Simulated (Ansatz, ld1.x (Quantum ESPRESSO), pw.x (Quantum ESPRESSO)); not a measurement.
Equation-of-state test of one TM potential (tellurium (Te))

| Property | Result |
| --- | --- |
| Element | tellurium (Te) |
| Generator | ld1.x (Quantum ESPRESSO) 7.5 |
| Type | norm-conserving Troullier–Martins (Kleinman–Bylander form) |
| Functional | PBE |
| Relativity | scalar-relativistic |
| Frozen core | [Kr] 4d10 |
| Valence charge | 6 |
| Reference configuration | 5s2 5p4 |
| Partial waves | 5s (bound): rc 1.75 bohr; 5d channel at 0.05 Ry: rc 1.75 bohr; 5p (bound): rc 1.90 bohr |
| Local potential | the p channel |
| Core correction | a·sin(br)/r model core inside 1.40 bohr |

Atomic tests: cutoffs needed: 30 Ry and 50 Ry (the cutoffs (Ry, on a coarse ladder) from which the occupation-weighted sum of valence levels, in a spherical-Bessel basis at the reference potential, stays within 10 and 1 mRy of its value at 400 Ry); ghost test: ghost state, extra bound levels that the all-electron valence spectrum of the same l lacks: d at -40.6 eV; a true bound ghost makes a file unfit for plane-wave use (spherical-Bessel basis up to 400 Ry, 20 bohr box); largest excitation error: -158 meV (all-electron minus pseudo) for 5s2 5p0, out of 7 test configurations.

Crystal test: fcc Te in pw.x 7.5, no spin, 12³ k-points, Fermi–Dirac smearing 0.01 Ry, cutoffs 60/240 Ry. The lattice is a test structure that the element need not adopt, and mesh and smearing are coarse.

pw.x input:

```
&control
  calculation='scf', prefix='x', pseudo_dir='./', outdir='./tmp', tstress=.true., disk_io='low'
/
&system
  ibrav=0, nat=1, ntyp=1, ecutwfc=60, ecutrho=240, nbnd=10,
  occupations='smearing', smearing='fd', degauss=0.01
/
&electrons
  conv_thr=1e-09, mixing_beta=0.4, electron_maxstep=70
/
ATOMIC_SPECIES
Te 1.0 Te.UPF
CELL_PARAMETERS angstrom
  0.00000000 2.42039904 2.42039904
  2.42039904 0.00000000 2.42039904
  2.42039904 2.42039904 0.00000000
ATOMIC_POSITIONS crystal
Te 0.0000 0.0000 0.0000
K_POINTS automatic
12 12 12 0 0 0
```

```bash
pw.x < Te.scf.in > Te.scf.out
```

Task: How does the run end?

Result: It converges; the pressure is -9.72 GPa against 0.13 GPa from all-electron LAPW. This is a poor potential for the solid. Note: ghost state, extra bound levels that the all-electron valence spectrum of the same l lacks: d at -40.6 eV. A true bound ghost makes a file unfit for plane-wave use. The log shows:

```
Message from routine setup:
     using ibrav=0 with symmetry is DISCOURAGED, use correct ibrav instead
     lattice parameter (alat)  =       6.4685  a.u.
     unit-cell volume          =     191.3760 (a.u.)^3
     number of electrons       =         6.00
     number of Kohn-Sham states=           10
     kinetic-energy cutoff     =      60.0000  Ry
     charge density cutoff     =     240.0000  Ry
     scf convergence threshold =      1.0E-09
     Exchange-correlation= PBE
     number of k points=    72  Fermi-Dirac smearing, width (Ry)=  0.0100
     iteration #  1     ecut=    60.00 Ry     beta= 0.40
     total energy              =     -27.16930834 Ry
     estimated scf accuracy    <       0.00316617 Ry
     iteration #  2     ecut=    60.00 Ry     beta= 0.40
     total energy              =     -27.16921290 Ry
     estimated scf accuracy    <       0.00076973 Ry
     iteration #  3     ecut=    60.00 Ry     beta= 0.40
     total energy              =     -27.16930738 Ry
     estimated scf accuracy    <       0.00000830 Ry
     iteration #  4     ecut=    60.00 Ry     beta= 0.40
     total energy              =     -27.16931349 Ry
     estimated scf accuracy    <       0.00000007 Ry
     iteration #  5     ecut=    60.00 Ry     beta= 0.40
     total energy              =     -27.16931358 Ry
     estimated scf accuracy    <          5.2E-09 Ry
     iteration #  6     ecut=    60.00 Ry     beta= 0.40
     the Fermi energy is     7.7680 ev
!    total energy              =     -27.16931358 Ry
     estimated scf accuracy    <          1.1E-10 Ry
     smearing contrib. (-TS)   =      -0.00442389 Ry
     The total energy is F=E-TS. E is the sum of the following terms:
     one-electron contribution =       5.51515038 Ry
     hartree contribution      =       0.43685662 Ry
     xc contribution           =     -15.07372251 Ry
     ewald contribution        =     -18.04317418 Ry
     convergence has been achieved in   6 iterations
          total   stress  (Ry/bohr**3)                   (kbar)     P=      -97.18
```
